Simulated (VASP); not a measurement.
A run of VASP 6.6.1:

File INCAR:

```
SYSTEM = Nd
  ADDGRID = .False.
  ALGO = Normal
  EDIFF = 1E-8
  ENCUT = 900
  GGA = PE
  ISIF = 2
  ISMEAR = -1
  ISPIN = 2
  LASPH = .True.
  LCHARG = .False.
  LMAXMIX = 6
  LORBIT = 11
  LREAL = .False.
  LWAVE = .False.
  MAGMOM = 3
  NBANDS = 16
  NELM = 100
  PREC = Accurate
  SIGMA = 0.05
```

File KPOINTS:

```
k-points
0
Gamma
  11 11 11
  0 0 0
```

The input POSCAR:

```
Nd
1.0
   -2.0754700287      2.0754700287      2.0754700287
    2.0754700287     -2.0754700287      2.0754700287
    2.0754700287      2.0754700287     -2.0754700287
Nd
1
Direct
    0.0000000000      0.0000000000      0.0000000000
```

Potentials or basis: VASP PAW PBE potentials, release 64 (Nd_3), 4f in core.

Command:

```sh
$ cat potpaw_PBE.64/Nd_3/POTCAR > POTCAR
$ mpirun -np 1 vasp_std > vasp.out
```

Hardware: 1 thread of Intel(R) Xeon(R) Platinum 8488C (Sapphire Rapids), on a shared host.

Estimate the wall time of this run.

Run time: 3.7 min on 1 thread of Intel(R) Xeon(R) Platinum 8488C (Sapphire Rapids), on a shared host, peak memory 0.32 GiB. Counts: scf iterations 27, k points 56.
